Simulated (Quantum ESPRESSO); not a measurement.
## The electronic dielectric constant of MgO, sorted by core time

Symmetry: Fm-3m, No. 225, cubic system. The conventional cell has a = 4.194 Å, b = 4.194 Å, c = 4.194 Å, α = 90.00°, β = 90.00°, γ = 90.00°. Around Mg (site symmetry m-3m) lie 6 O at 2.10 Å. O (site symmetry m-3m) is surrounded by 6 Mg at 2.10 Å.

```csv
rung,level,program and potentials,cutoff (eV),k mesh,task,core time,chip,electronic dielectric constant,miss,notes
LDA,LDA,"Quantum ESPRESSO, PseudoDojo 0.4.1 SR LDA standard",1143,"4 × 4 × 4, shifted",phonons,55 s,Intel Xeon,3.17,+7.1 %,coarse mesh; 8 valence electrons an atom on average; cell relaxed first (9.00 Å³/atom)
GGA,PBEsol,"Quantum ESPRESSO, PseudoDojo 0.4.1 SR PBEsol standard",1143,"4 × 4 × 4, shifted",phonons,62 s,Intel Xeon,3.23,+9.1 %,coarse mesh; 8 valence electrons an atom on average; cell relaxed first (9.35 Å³/atom)
GGA,PBE,"Quantum ESPRESSO, GBRV 1.5 PBE",612,"6 × 6 × 6, shifted",phonons,88 s,Arm Neoverse V1,3.19,+7.8 %,8 valence electrons an atom on average
GGA,WC,"Quantum ESPRESSO, GBRV 1.5 PBE",612,"6 × 6 × 6, shifted",phonons,2 min,Intel Xeon Platinum 8375C Ice Lake,3.25,+9.8 %,potentials made for PBE; 8 valence electrons an atom on average; cell relaxed first (9.40 Å³/atom)
GGA,revPBE,"Quantum ESPRESSO, GBRV 1.5 PBE",612,"6 × 6 × 6, shifted",phonons,2.2 min,Intel Xeon Platinum 8375C Ice Lake,3.23,+9.1 %,potentials made for PBE; 8 valence electrons an atom on average; cell relaxed first (9.85 Å³/atom)
GGA,AM05,"Quantum ESPRESSO, PseudoDojo 0.4.1 SR PBE standard",1143,"8 × 8 × 8, shifted",dielectric tensor,3 min,Arm Neoverse V1,3.22,+8.8 %,potentials made for PBE; 8 valence electrons an atom on average
GGA,PBE,"Quantum ESPRESSO, PseudoDojo 0.4.1 SR PBE standard",1143,"8 × 8 × 8, shifted",dielectric tensor,3.1 min,Arm Neoverse V1,3.18,+7.4 %,8 valence electrons an atom on average
GGA,PBEsol,"Quantum ESPRESSO, PseudoDojo 0.4.1 SR PBEsol standard",1143,"8 × 8 × 8, shifted",dielectric tensor,3.1 min,Arm Neoverse V1,3.22,+8.8 %,8 valence electrons an atom on average
GGA,WC,"Quantum ESPRESSO, PseudoDojo 0.4.1 SR PBE standard",1143,"8 × 8 × 8, shifted",dielectric tensor,3.1 min,Arm Neoverse V1,(a),?,potentials made for PBE; 8 valence electrons an atom on average
GGA,BLYP,"Quantum ESPRESSO, PseudoDojo 0.4.1 SR PBE standard",1143,"8 × 8 × 8, shifted",dielectric tensor,3.3 min,Arm Neoverse V1,3.09,+4.4 %,potentials made for PBE; 8 valence electrons an atom on average
GGA,PBE,"Quantum ESPRESSO, SPMS 1.0 PBE",1197,"6 × 6 × 6, shifted",phonons,3.6 min,Arm Neoverse V1,(b),?,8 valence electrons an atom on average
GGA,PBE,"Quantum ESPRESSO, SSSP 1.3 efficiency PBE",748,"6 × 6 × 6, shifted",phonons and Raman activities,6.4 min,Arm Neoverse V2,3.16,+6.8 %,coarse mesh; 4 valence electrons an atom on average; cell relaxed first (9.58 Å³/atom)
GGA,PBEsol,"Quantum ESPRESSO, GBRV 1.5 PBEsol",612,"6 × 6 × 6, shifted",phonons and Raman activities,8.1 min,Arm Neoverse V1,3.25,+9.8 %,8 valence electrons an atom on average; cell relaxed first (9.36 Å³/atom)
LDA,LDA,"Quantum ESPRESSO, GBRV 1.5 LDA",612,"6 × 6 × 6, shifted",phonons and Raman activities,8.4 min,Arm Neoverse V1,3.19,+7.8 %,8 valence electrons an atom on average; cell relaxed first (9.01 Å³/atom)
```

Times are single runs on shared hosts and different chips, so they are rough; meshes, cutoffs and the tasks' sizes weigh on the time. All rows: no spin polarisation. Meshes differ between rows, which moves values too. All levels ran on this one cell, unrelaxed unless noted. Meshes are those of the run's cell of 2 atoms unless a note names another. Misses use the values as printed. Runs on faulty files, with rough fits or with known faults for this quantity aren't shown. No row holds spin-orbit coupling.

Measured: 2.96 (a printed reference work). The runs are for a static lattice.

Task: Estimate the values left out from the other rows.

Result: (a) 3.21, miss +8.4 %; (b) 3.20, miss +8.1 %.
